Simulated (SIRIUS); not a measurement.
## MgO under changes of volume

One of the cells (9.406 Å³/atom); the others are scaled copies at fixed shape and fractional positions:

```
CELL_PARAMETERS angstrom
0.00000 2.11089 2.11089
2.11089 0.00000 2.11089
2.11089 2.11089 0.00000
ATOMIC_POSITIONS crystal
Mg 0.00000 0.00000 0.00000
O 0.50000 0.50000 0.50000
```

The cell is a database's computed one.

```yaml
Program: SIRIUS 7.12.0
Functional: PBE
Potentials_or_basis: all-electron FP-LAPW
Cutoff: 290 eV
Basis: apw+lo standard
k_mesh: 11 × 11 × 11
Occupations: fermi-dirac, width 0.05 eV
Spin: no spin polarisation
```

| volume (Å³/atom) | energy over the lowest point (meV/atom) | gap on the mesh (eV) |
| --- | --- | --- |
| 8.668 | ? | ? |
| 8.853 | 32.32 | 5.29 |
| 9.037 | 18.05 | 5.08 |
| 9.406 | 2.19 | 4.68 |
| 9.590 | 0.00 | 4.50 |
| 9.775 | 1.20 | 4.32 |

Problem. What does the run at 8.668 Å³/atom give?

Solution. Energy over the lowest point 51.71 meV/atom; gap on the mesh 5.51 eV.

Worked out: A Birch-Murnaghan fit of order 3 (a polynomial in V^(-2/3)) to the other rows has its minimum at 9.62 Å³/atom with B0 = V·E''(V) = 153 GPa and B' = 3.3. It gives 51.45 meV/atom at 8.668 Å³/atom, against the run's 51.71. A straight line through the other rows of the gap, of slope -9.8 eV per unit of ln V (its deformation potential), extrapolates to 5.49 eV, against the run's 5.51.

Energies are extrapolated to zero smearing.
